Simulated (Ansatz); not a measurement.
## Relativity in As

```xyz
2
Lattice="1.8797 1.0853 3.4858 -1.8797 1.0853 3.4858 0.0000 -2.1705 3.4858" Properties=species:S:1:pos:R:3 pbc="T T T"
As    0.0000    0.0000    2.3795
As    0.0000    0.0000    8.0779
```

Atom numbers follow the list: As1, As2.

The structure is an experimental refinement, used without relaxation.

One fixed cell is solved with PBE by PAW with the default files in Ansatz 0.2.0 under different relativistic treatments. Pressure is positive in compression.

Numerical set-up: a Γ-centred 13×13×13 k mesh, Fermi–Dirac smearing of 0.05 eV, cutoff 420 eV, no spin polarisation.

```json
{"setting": "scalar-relativistic", "P (GPa)": "3.59", "force As1 z (eV/Å)": "0.226", "lowest level at Γ above −25 eV, from the valence-band top or, without a gap, the Fermi level (eV)": "-15.18"}
{"setting": "with spin–orbit coupling", "P (GPa)": "3.61", "force As1 z (eV/Å)": "0.224", "lowest level at Γ above −25 eV, from the valence-band top or, without a gap, the Fermi level (eV)": "-15.17"}
```
